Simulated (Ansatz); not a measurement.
Bulk crystal (TiN) after relaxation:

```cif
data_structure
_symmetry_space_group_name_H-M 'P 1'
_symmetry_Int_Tables_number 1
_cell_length_a 2.9726
_cell_length_b 2.9726
_cell_length_c 2.9726
_cell_angle_alpha 60.000
_cell_angle_beta 60.000
_cell_angle_gamma 60.000
_cell_volume 18.57
loop_
_atom_site_label
_atom_site_type_symbol
_atom_site_fract_x
_atom_site_fract_y
_atom_site_fract_z
_atom_site_occupancy
Ti1 Ti 0.00000 0.00000 0.00000 1
N1 N 0.50000 0.50000 0.50000 1
```

Miller indices refer to the conventional cell of Fm-3m (No. 225), a = 4.204 Å, b = 4.204 Å, c = 4.204 Å, α = 90.00°, β = 90.00°, γ = 90.00°.

The (111) slab of 10 planes, 10.9 Å thick with 15 Å of vacuum as cut; outer planes Ti (top) and N (bottom).

All numbers below come from Ansatz, DFT PBEsol, scalar-relativistic, plane waves, PAW. Cutoff 420 eV; k points 12×12×1 on the computed 10-atom cell (Γ-centred); Gaussian smearing, width 0.10 eV; no spin polarisation. The cell repeats along c with a dipole correction in the vacuum.

With the atoms at the bulk's places:

For the slab as cut, the surface energy (mean of both faces) is 5.34 J/m² and the work function is 4.67 eV (top), 8.17 eV (bottom). The dipole of the slab along +c, per cell is 0.15 e·Å.

Question: What changes when all atoms relax within this surface cell and its symmetry?

Answer: The energy falls by 1.470 J/m² a face, and the largest move is 0.22 Å.

```
Surface energy (mean of both faces)   : 3.87 J/m²
Work function                         : 4.68 eV (top), 7.07 eV (bottom)
Dipole of the slab along +c, per cell : 0.10 e·Å
```

```tsv
plane (bottom to top)	atoms	spacing to next, bulk (Å)	relaxed (Å)	change (%)
1	N	1.214	0.780	-35.8
2	Ti	1.214	1.505	+24.0
3	N	1.214	1.129	-7.0
4	Ti	1.214	1.234	+1.6
5	N	1.214	1.197	-1.4
6	Ti	1.214	1.233	+1.6
7	N	1.214	1.234	+1.7
8	Ti	1.214	1.222	+0.7
9	N	1.214	1.087	-10.4
10	Ti
```

Spin polarisation was left out, and a magnetic state may lie lower.